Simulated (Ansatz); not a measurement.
# Te2Mo (3R (MoS2) bulk type): optics inputs, tried as typed

Does this optics input for Te2Mo (3R (MoS2) bulk type) end well? It is run as it stands.

Method: plane waves, PAW; settings as the input shows, in Ansatz 0.2.0.

**1. The starting structure**

It takes space group R3m (No. 160, trigonal). The conventional cell has a = 3.547 Å, b = 3.547 Å, c = 21.312 Å, α = 90.00°, β = 90.00°, γ = 120.00°. Mo (site symmetry 3m) has 6 Te at 2.72 Å in its first shell of neighbours. Around Te (site symmetry 3m) lie 3 Mo at 2.72 Å.

Structure file:

```
CELL_PARAMETERS angstrom
1.77341 1.02388 7.10414
-1.77341 1.02388 7.10414
0.00000 -2.04776 7.10414
ATOMIC_POSITIONS crystal
Mo 0.99996 0.99996 0.99996
Te 0.41742 0.41742 0.41742
Te 0.24928 0.24928 0.24928
```

Cell and atoms come from an earlier r2SCAN+rVV10 relaxation. No spin polarisation is used; should the compound be magnetic, its bands and low-energy spectrum would differ. No run includes spin-orbit coupling, which matters for Te.

For scale, an earlier run with the standard settings (PBE, 6×6×6, gaussian width 0.1 eV, scissors 0 eV) gave ε∞ 20.71 (xx, yy), 13.06 (zz); tallest peak of ε₂: 20.8 at 2.50 eV.

**2. Run 1**

Contents of input.yaml:

```yaml
crystal:
  lattice:
    - [1.7734078909, 1.0238775232, 7.104136732]
    - [-1.7734078909, 1.0238775232, 7.104136732]
    - [0.0, -2.0477550464, 7.104136732]
  atoms:
    - { symbol: Mo, position: [-3.68534e-05, -3.68534e-05, -3.68534e-05] }
    - { symbol: Te, position: [0.4174226658, 0.4174226658, 0.4174226658] }
    - { symbol: Te, position: [0.2492808544, 0.2492808544, 0.2492808544] }
kpoints:
  mp_grid: { grid: [6, 6, 6] }
hamiltonian:
  xc: pbesol
scf:
  occupations: { method: fixed }
output:
  optics:
    e_range: [12, 0]
    de: 0.05
    sigma: 0.03
    scissors: 0.3
    scheme: gaussian
    bands: { spectra_wanted_up_to: 6 }
```

Started as:

```bash
> ansatz run input.yaml --threads 4 --pin off --max-ram 3686MiB --backend cpu --events-out ev --progress --plain --runs-dir out
```

Log:

```text
Error: invalid value for `output.optics.e_range`: [12, 0] eV must be finite with min < max
```

Run time: 0.1 s. Hardware: 4 threads of Intel Xeon Platinum 8488C (Sapphire Rapids), shared host; peak memory 0.11 GiB.

**Diagnosis.** Refused before any calculation. The photon range runs backwards. Fix: put the lower energy first.

**3. How the runs ended**

```tsv
run	settings	ended	fault	time
1	PBEsol, 6×6×6, gaussian width 0.03 eV, scissors 0.3 eV	refused	the photon range runs backwards	0.1 s
```

1 refused. No run passed without a fault or warning, so no result is quoted.
